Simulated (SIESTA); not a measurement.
The system is TePt.

```
Pt Te
1.0
     1.98157    1.14406    6.66103
    -1.98157    1.14406    6.66103
     0.00000   -2.28812    6.66103
Pt Te
2 2
Direct
  0.12967 0.12967 0.12967
  0.87033 0.87033 0.87033
  0.40200 0.40200 0.40200
  0.59800 0.59800 0.59800
```

Base run:

| Property | Result |
| --- | --- |
| Program | SIESTA 5.4.2 |
| Functional | PBEsol |
| Potentials or basis | PseudoDojo 0.4 standard (PBEsol files) |
| Basis | DZP (energy shift 0.003 Ry; two zetas on semicore shells) |
| Grid cutoff | 800 Ry |
| Energy shift | 0.003 Ry |
| k mesh | 6 × 6 × 6 |
| Occupations | fermi-dirac, width 0.05 eV |
| Spin | no spin polarisation |

Its results: band gap on the k mesh none (metal or under the smearing width); pressure 2.9 GPa; largest force 0.761 eV/Å.

Problem. The run is repeated on the same cell with these changes: hubbard terms from none to Pt d U = 4 eV. What comes out?

Solution. Band gap on the k mesh none (metal or under the smearing width); pressure 0.7 GPa; largest force 0.867 eV/Å.

Caveats: short orbitals over semicore shells can move pressures by several GPa; the basis of atomic orbitals isn't converged, which shifts pressures, moduli and gaps; U without spin polarisation on a metal has little footing (some runs); the U is typed as a test and isn't derived for this compound (some runs).
